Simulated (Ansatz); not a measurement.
Input and command of a calculation in Ansatz (plane waves; scalar-relativistic PAW potentials unless the input names others):

```yaml
crystal:
  lattice:
    - [-1.5748567099, 1.5748567099, 4.2372364874]
    - [1.5748567099, -1.5748567099, 4.2372364874]
    - [1.5748567099, 1.5748567099, -4.2372364874]
  atoms:
    - { symbol: Al, position: [0.6593576066, 0.6593576066, 0.0] }
    - { symbol: Al, position: [0.3406423934, 0.3406423934, 0.0] }
    - { symbol: Ru, position: [0.0, 0.0, 0.0] }
basis:
  ecutwfc: 420
kpoints:
  mp_grid: { grid: [18, 18, 18] }
hamiltonian:
  xc: lda
  hubbard: { sites: [{ species: Ru, l: f, u_eff: 30.0 }] }
scf:
  occupations: { method: gaussian, width: 0.1 }
  max_iter: 80
output:
  forces: true
  eigenvalues: true
  stress: true
```

```bash
ansatz run input.yaml --threads 1 --pin off --max-ram 2560MiB --backend cpu --events-out ev --progress --plain --runs-dir out
```

Question: Will this input run?

Answer: The program refuses it, because of a U on a shell that isn't there (hamiltonian.hubbard: not typed → {"sites": [{"species": "Ru", "l": "f", "u_eff": 30.0}]}). Without that key it is accepted.

Abridged log:
```
Error: inconsistent input (hamiltonian.hubbard.sites[].l, hamiltonian.hubbard.sites[].shell): the file of Ru doesn't list 4f, and it can't be added: PBE doesn't bind the shell 4f of the free atom, whose level lies at +1.07 eV. Type an atom or ion with it (hamiltonian.pseudopotentials.projection_atoms), take another file or name another shell
```